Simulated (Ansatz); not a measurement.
The system is Ta2N.

```
CELL_PARAMETERS angstrom
3.11286 0.00000 0.00000
-1.55643 2.69582 0.00000
0.00000 0.00000 4.86984
ATOMIC_POSITIONS crystal
Ta 0.33333 0.66667 0.25471
Ta 0.66667 0.33333 0.74529
N 0.00000 0.00000 0.00000
```

The cell comes from a database or a generator and needn't be the stable form of this composition.

```yaml
Program: Ansatz 0.2.0
Task: relaxation of cell and atoms
Functional: revPBE
Dispersion: D4
Potentials_or_basis: Ansatz PAW
Cutoff: "420 eV (not typed: the program's choice for these potentials)"
k_mesh: 10 × 10 × 6
Occupations: fermi-dirac, width 0.05 eV
Spin: no spin polarisation
```

At the start: volume 13.62 Å³/atom.

Task: Where does the relaxation end?

Result: It ends after 7 steps and the volume is 13.39 Å³/atom (-1.7 %); space group P-3m1 (No. 164, to 0.05 Å).

The path:
| step | energy change (eV) | largest force (eV/Å) | volume (Å³) |
| --- | --- | --- | --- |
| 1 | 0.0000 | 0.0436 | 40.87 |
| 2 | -0.0120 | 0.0025 | 40.30 |
| 3 | -0.0128 | 0.0060 | 40.16 |
| 4 | -0.0128 | 0.0001 | 40.17 |
| 5 | -0.0117 | 0.0002 | 40.17 |
| 6 | -0.0117 | 0.0007 | 40.17 |
| 7 | -0.0117 | 0.0007 | 40.17 |

Final structure:
```
Ta N
1.0
     3.08275    0.00000    0.00000
    -1.54138    2.66974    0.00000
     0.00000    0.00000    4.88070
Ta N
2 1
Direct
  0.33333 0.66667 0.25643
  0.66667 0.33333 0.74357
  0.00000 0.00000 0.00000
```

Caveat: the plane-wave basis is chosen anew once the cell has moved, so the energies of steps on either side of that aren't comparable; pairwise dispersion overbinds metals, which lowers pressure and volume; the PAW data sets come from PBE, with cores solved anew for the run's functional, which leaves a small shift of forces and pressure.
